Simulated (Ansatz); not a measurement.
# A vibration from a frozen displacement in TaN

Method: DFT PBEsol, scalar-relativistic, plane waves, PAW (Ansatz 0.2.0). The runs took a 420 eV cutoff, a Γ-centred 24×24×24 mesh and Gaussian smearing (0.15 eV). Spin–orbit coupling is left out, which matters for the heavy elements here. No spin polarisation. Energies are free energies at this smearing, counted from the undisturbed cell; pressure is positive in compression.

The undisturbed cell (relaxed at this level; this rock-salt form isn't the usual structure):

```
Ta N
1.0
     0.00000    2.18784    2.18784
     2.18784    0.00000    2.18784
     2.18784    2.18784    0.00000
Ta N
1 1
Direct
  0.50000 0.50000 0.50000
  0.00000 0.00000 0.00000
```

Every Ta atom is moved by x along the Cartesian unit vector (0.000, 0.000, 1.000); the cell and all other atoms stay fixed. The cell's volume is 20.94 Å³; the moved atoms weigh 180.948 u together and the others 14.007 u. Some rows repeat others by symmetry and weren't run.

```
  x (Å)  ΔE (meV/cell) total force on the moved atoms along the move (eV/Å) pressure (GPa)
-0.3000         487.78                                                4.0200         16.7483
-0.2625         353.12                                                3.1880         12.6367
-0.2250         246.93                                                2.5006          9.1782
-0.1500         100.36                                                1.4496          4.0104
-0.0750          23.34                                                0.6411          1.0056
 0.0000           0.00                                                0.0000          0.0169
 0.0750          23.34                                               -0.6411          1.0056
 0.1500         100.36                                               -1.4496          4.0104
 0.2250         246.93                                               -2.5006          9.1782
 0.2625         353.12                                               -3.1880         12.6367
 0.3000         487.78                                               -4.0200         16.7483
```

Question: What frequency belongs to this motion?

Answer: The force constant is k = −dF/dx = 8.548 eV/Å², from the parabola through x = -0.0750, 0 and 0.0750. In every cell the moved atoms swing against the rest, so the mass is μ = m₁m₂/(m₁ + m₂) = 13.001 u, and ν̃ = 521.5 cm⁻¹ × √(|k|/μ) = 423 cm⁻¹. Steps this long are already anharmonic: the energies of the same points give k = 8.300 eV/Å², so the harmonic k is uncertain by that gap or more. To first order in x, and within 1 %, the force on every atom lies along the move and, within each of the two groups, in proportion to the atom's mass, so this is itself a mode at the zone centre of this cell.

Question: How far does the harmonic law reach?

Answer: At x = -0.300 Å, kx²/2 = 384.66 meV against the computed 487.78 meV (+26.8 %): the well stiffens in this direction at large amplitude.

Question: The pressure changes with x². What does that say about the frequency under compression?

Answer: With E = k(V)x²/2, k ∝ V^(−2γ) and x scaling with the cell as V^(1/3), P − P0 = −∂E/∂V = (2γ − 2/3) ΔE/V. At x = 0.1500 Å, V(P − P0) = 20.94 × 3.99344 / 160.2 eV = 522.05 meV and ΔE = 100.36 meV, so γ = 1/3 + V(P − P0)/(2ΔE) = 2.93. This is the Grüneisen parameter of the motion under uniform scaling of the cell: shrinking the cell evenly by 1 % in volume raises the frequency by about 2.93 %.

In a metal these slopes depend on the k mesh and the smearing.

Cost: 6 runs of about 3.1 core-minutes in all, on Arm Neoverse V1 (shared hosts).